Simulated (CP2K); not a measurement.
AlPt: equation of state with LDA

Crystal: AlPt.

```
Pt Al
1.0
     3.09155    0.00000    0.00000
     0.00000    3.09155    0.00000
     0.00000    0.00000    3.09155
Pt Al
1 1
Direct
  0.50000 0.50000 0.50000
  0.00000 0.00000 0.00000
```

Measurements of this composition are mostly on another form, of space group No. 198.

```yaml
Program: CP2K 2026.2
Task: equation of state
Functional: LDA
Potentials_or_basis: GTH_POTENTIALS Pt GTH-PADE-q18, Al GTH-PADE-q3; TZVP-MOLOPT-PBE-GTH basis
Density_cutoff: 6123 eV
k_mesh: 9 × 9 × 9
Occupations: fermi-dirac, width 0.1 eV
Spin: no spin polarisation
```

```json
{"Equilibrium volume": "13.46 Å³/atom (rough: see the caveat)", "Bulk modulus": "262 GPa (rough)"}
```

Energy against volume, from the lowest point:
```
volume (Å³/atom)  energy (meV/atom)
          13.888               0.00
          14.183              18.53
          14.478              45.01
          14.774              78.58
          15.069             118.45
          15.365             163.92
          15.660             214.35
```

All runs of the series together: 9.4 min on 1 thread of Intel(R) Xeon(R) Platinum 8375C CPU @ 2.90GHz (Ice Lake), on a shared host.

Caveat: the minimum lies outside the volumes run; the basis of atomic orbitals isn't converged, which shifts pressures, moduli and gaps. Spin-orbit coupling is left out, which matters for the levels of Pt.
